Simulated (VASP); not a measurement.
SiC (Moissanite 6H), 12 atoms in the cell. Symmetry: P6_3mc, No. 186, hexagonal system. The conventional cell has a = 3.095 Å, b = 3.095 Å, c = 15.170 Å, α = 90.00°, β = 90.00°, γ = 120.00°. Si (site symmetry 3m) has 4 C at 1.90 Å as nearest neighbours. Around Si (site symmetry 3m) lie 4 C at 1.90 Å. Around Si (site symmetry 3m) lie 4 C at 1.90 Å. Around C (site symmetry 3m) lie 4 Si at 1.90 Å. C (site symmetry 3m) has 4 Si at 1.90 Å as nearest neighbours. Around C (site symmetry 3m) lie 4 Si at 1.90 Å. 

* Program: VASP 6.6.1
* Task: relaxation of cell and atoms
* Functional: BEEF-vdW
* Potentials or basis: VASP PAW PBE potentials, release 64 (Si, C)
* Cutoff: 600 eV
* k mesh: 10 × 10 × 2
* Occupations: fermi-dirac, width 0.05 eV
* Spin: no spin polarisation
* Further INCAR settings: ALGO = Normal; EDIFF = 1e-06; IBRION = 2; EDIFFG = -0.01; NSW = 40; ISIF = 3

Potentials or basis: VASP PAW PBE potentials, release 64 (Si, C).

Command:

```sh
$ cat potpaw_PBE.64/Si/POTCAR potpaw_PBE.64/C/POTCAR > POTCAR
$ mpirun -np 1 vasp_std > vasp.out
```

Hardware: 1 thread of Intel(R) Xeon(R) 6975P-C (Granite Rapids), with other jobs on the host.

Task: How long does it take, and how much memory?

Result: Wall time 8.9 min on 1 thread of Intel(R) Xeon(R) 6975P-C (Granite Rapids), on a shared host, peak memory 0.84 GiB. Counts: scf iterations 37, k points 28, ion steps 5.
